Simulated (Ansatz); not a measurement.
MgF2:
```
MgF2
1.0
    4.63869     0.00000     0.00000
    0.00000     4.63869     0.00000
    0.00000     0.00000     3.06203
Mg F
2 4
Cartesian
  0.00000   0.00000   0.00000
  2.31934   2.31934   1.53101
  1.40735   1.40735   0.00000
  0.91199   3.72670   1.53101
  3.23134   3.23134   0.00000
  3.72670   0.91199   1.53101
```

Relaxed with PBEsol. Special points in fractions of this cell's reciprocal vectors: Γ (0.000, 0.000, 0.000); X (0.000, 0.500, 0.000); M (0.500, 0.500, 0.000); Z (0.000, 0.000, 0.500); R (0.000, 0.500, 0.500); A (0.500, 0.500, 0.500).

Task: List the band energies nearest the valence-band maximum at these points for DFT-PBEsol in the program Ansatz with PAW potentials.

Result: In eV from the valence-band maximum; about four levels below and three above (degenerate sets whole), none deeper than 8.9 eV; points with the same levels are listed once.

```csv
k,below,above
Γ,-0.73 -0.32 -0.32 0.00,6.89 12.01 12.01
X,-0.98 -0.98 -0.38 -0.38,9.29 9.29 13.26 13.26
M,-0.94 -0.94 -0.77 -0.77,10.99 10.99 11.07 11.07
Z,-1.15 -1.15 -0.85 -0.85,11.61 11.61 14.69 14.69
R,-0.73 -0.73 -0.66 -0.66,12.51 12.51 13.22 13.22
A,-0.60 -0.60 -0.48 -0.48,13.08 13.08 13.09 13.09
```

Space group P4_2/mnm (rutile). The PBEsol relaxation kept the symmetry of its start.

Potentials: the later of the program's two PAW sets.
